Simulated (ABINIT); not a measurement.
TaN:

```
Ta N
1.0
     2.93800    0.00000    0.00000
    -1.46900    2.54438    0.00000
     0.00000    0.00000    2.88300
Ta N
1 1
Direct
  0.00000 0.00000 0.50000
  0.66667 0.33333 0.00000
```

| Quantity | Value |
| --- | --- |
| Program | ABINIT 10.8.3 (patched build) |
| Task | relaxation of cell and atoms |
| Functional | PBE |
| Potentials or basis | Ansatz PAW PBE default generated set, frozen core |
| Cutoff | 435 eV |
| k mesh | 10 × 10 × 9 |
| Occupations | fermi-dirac, width 0.05 eV |
| Spin | no spin polarisation |

At the start: pressure 4.7 GPa; volume 10.78 Å³/atom.

Q: Where does the relaxation end?

A: Over 4 steps the energy falls by 2.1 meV/atom and the volume is 10.92 Å³/atom (+1.3 %); space group P-6m2 (No. 187, to 0.05 Å).

Step by step:
```tsv
step	energy change (eV)	largest force (eV/Å)	pressure (GPa)	volume (Å³)
1	0.0000	0.0000	4.69	21.55
2	-0.0042	0.0000	-0.31	21.86
3	-0.0042	0.0000	0.00	21.84
4	-0.0042	0.0000	0.00	21.84
```

Final structure:
```xyz
2
Lattice="2.9503 0.0000 0.0000 -1.4752 2.5551 0.0000 0.0000 0.0000 2.8975" Properties=species:S:1:pos:R:3 pbc="T T T"
Ta    0.0000    0.0000    1.4487
N     1.4752    0.8517    0.0000
```

Caveat: the atomic spheres overlap.
